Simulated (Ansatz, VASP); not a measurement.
# One calculation of HfN, two programs

```
Hf N
1.0
     3.13391    0.00000    0.00000
    -1.56695    2.71404    0.00000
     0.00000    0.00000    5.41677
Hf N
2 2
Direct
  0.66667 0.33333 0.75000
  0.33333 0.66667 0.25000
  0.00000 0.00000 0.00000
  0.00000 0.00000 0.50000
```

The cell comes from a database or a generator and needn't be the stable form of this composition.

Alike in both runs: task single point; functional PBE; k mesh 8 × 8 × 4; no spin polarisation.

```csv
,VASP,Ansatz
version,VASP 6.6.1,Ansatz 0.2.0
potentials or method,"VASP PAW PBE potentials, release 64 (Hf_pv, N)","plane waves, PAW"
plane-wave cutoff (eV),520,550
occupations,"methfessel-paxton of order 1, width 0.15 eV","cold, width 0.15 eV"
valence electrons in the cell,30,62
```

```csv
,VASP,Ansatz,Ansatz less VASP
gap on the k mesh at the Fermi level (eV),none,none,-
pressure (GPa),4.1,6.3,+2.21
largest component of the traceless stress (GPa),0.18,0.16,-0.024
```

A gap of «none» marks a metal or a gap that the smearing closes. The two sets of potentials don't hold the same shells in valence.

Spin-orbit coupling is left out, which matters for the levels of Hf.
